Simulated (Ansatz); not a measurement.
## Ti$_{3}$Al: moving Al off its site

Ti$_{3}$Al, P-6m2, a = 2.896 Å, c = 9.139 Å. The structure is a Materials Project entry; whether it is the stable form wasn't checked. Ansatz: PBEsol, PAW, 420 eV, Γ-centred 18×18×6 mesh on 4 atoms, Gaussian smearing 0.15 eV; no spin polarisation.

```xyz
4
Lattice="2.8958 0.0000 0.0000 -1.4479 2.5078 0.0000 0.0000 0.0000 9.1394" Properties=species:S:1:pos:R:3 pbc="T T T"
Ti    1.4479    0.8359    0.0000
Ti    0.0000    1.6719    6.8653
Ti    0.0000    1.6719    2.2741
Al    1.4479    0.8359    4.5697
```

Atom 4 (Al) moves by x along the unit vector (1.000, 0.000, 0.000), with its periodic images; all else is held. y is the free energy of the cell over the start, F the force along the path summed over the moved atoms.

| x (Å) | y (meV) | F (eV/Å) |
| --- | --- | --- |
| -0.600 | 348.1 | 1.02 |
| -0.360 | 134.9 | 0.72 |
| -0.120 | 15.5 | 0.26 |
| 0.000 | 0.0 | 0.00 |
| 0.240 | ? | ? |
| 0.480 | 232.4 | -0.90 |

Fit y = c2 x² + c3 x³ + c4 x⁴ to the energies of the other rows, give the force constant, and predict energy and force of the missing row.

Least squares on the rows shown. y = 1082.5 x² + 0.16095 x³ − 320.68 x⁴. The force constant is 2 c2 = 2.17 eV/Å² (for all images moving together, not for a lone atom). The force −dy/dx at the missing row is -0.50 eV/Å (computed -0.50). At x = 0.240 the fit asked for gives 61.3 meV. The run gave 61.3 meV, the same to the digits shown.

Cost: 6 runs of about 4.7 core-minutes in all, on Intel Xeon Platinum 8488C (Sapphire Rapids) (shared hosts).

The energy well is nearly harmonic and softens at larger displacement. Because the Al atoms form a complete close-packed layer that moves rigidly, Al-Al distances within it stay fixed, and the restoring force comes from the Ti layers above and below. Sliding shortens some Al-Ti contacts and lengthens others, so short-range repulsion and the loss of favourable metallic and Ti d-Al p overlap probably both contribute to the cost.

A mirror plane perpendicular to the path makes the energy even in x, so the tiny cubic coefficient is numerical residue, not real anharmonicity. The negative quartic term is physical: the sliding energy must repeat after one in-plane lattice vector, so it has to fall below a parabola. The polynomial lacks that periodicity and can't supply a sliding barrier by extrapolation.

The familiar ordered α2 phase of Ti3Al mixes both elements within each close-packed layer and avoids nearest Al-Al neighbours, so the stiffness found for this layered arrangement shouldn't be carried over to it.
